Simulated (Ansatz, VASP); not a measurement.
**InGaAs2 in VASP and in Ansatz**

The input INCAR:

```
SYSTEM = InGaAs2
PREC = Accurate
ENCUT = 520
EDIFF = 1E-7
ISMEAR = -1
SIGMA = 0.05
LREAL = .False.
LASPH = .True.
NELM = 100
ALGO = Normal
ISIF = 2
LWAVE = .False.
LCHARG = .False.
GGA = PS
NBANDS = 26
```

Contents of KPOINTS:

```
regular mesh
0
Gamma
  6 6 5
  0 0 0
```

POSCAR

```
InGaAs2
1.0
    4.1678995908      0.0000000000      0.0000000000
    0.0000000000      4.1678995908      0.0000000000
    0.0000000000      0.0000000000      5.8815685546
In As Ga
1 2 1
Direct
    0.0000000000      0.0000000000      0.5000000000
    0.0000000000      0.5000000000      0.2315250000
    0.5000000000      0.0000000000      0.7684750000
    0.5000000000      0.5000000000      0.0000000000
```

input.yaml

```yaml
crystal:
  lattice:
    - [4.1678995908, 0.0, 0.0]
    - [0.0, 4.1678995908, 0.0]
    - [0.0, 0.0, 5.8815685546]
  atoms:
    - { symbol: In, position: [0.0, 0.0, 0.5] }
    - { symbol: As, position: [0.0, 0.5, 0.231525] }
    - { symbol: As, position: [0.5, 0.0, 0.768475] }
    - { symbol: Ga, position: [0.5, 0.5, 0.0] }
hamiltonian:
  xc: pbesol
  pseudopotentials: { kind: paw }
kpoints:
  mp_grid: { grid: [6, 6, 5] }
scf:
  occupations: { method: fermi_dirac, width: 0.05 }
output:
  forces: true
  stress: true
  eigenvalues: true
```

Change from the starting cell: volume scaled by 0.96.

Alike in both runs: task single point; functional PBEsol; k mesh 6 × 6 × 5; occupations fermi-dirac, width 0.05 eV; no spin polarisation.

```csv
,VASP,Ansatz
version,VASP 6.6.1,Ansatz 0.2.0
potentials or method,"VASP PAW PBE potentials, release 64 (In_d, As, Ga_d)",Ansatz PAW
plane-wave cutoff (eV),520,420
valence electrons in the cell,36,56
```

Ansatz gave:

```
gap on the k mesh at the Fermi level (eV)       : none
pressure (GPa)                                  : -0.4
largest component of the traceless stress (GPa) : 0.19
rms of the force components (eV/Å)              : 0.034
```

Q: Estimate VASP's values.

A: gap on the k mesh at the Fermi level (eV): none; pressure (GPa): -0.3; largest component of the traceless stress (GPa): 0.19; rms of the force components (eV/Å): 0.034.

Atom by atom the forces differ by 0.000 eV/Å (rms over components). A gap of «none» marks a metal or a gap that the smearing closes. The two sets of potentials don't hold the same shells in valence.

Caveats: the PAW data sets were made with another functional, which shifts forces and pressure a little (VASP); the PAW data sets come from PBE, with cores solved anew for the run's functional, which leaves a small shift of forces and pressure (Ansatz).
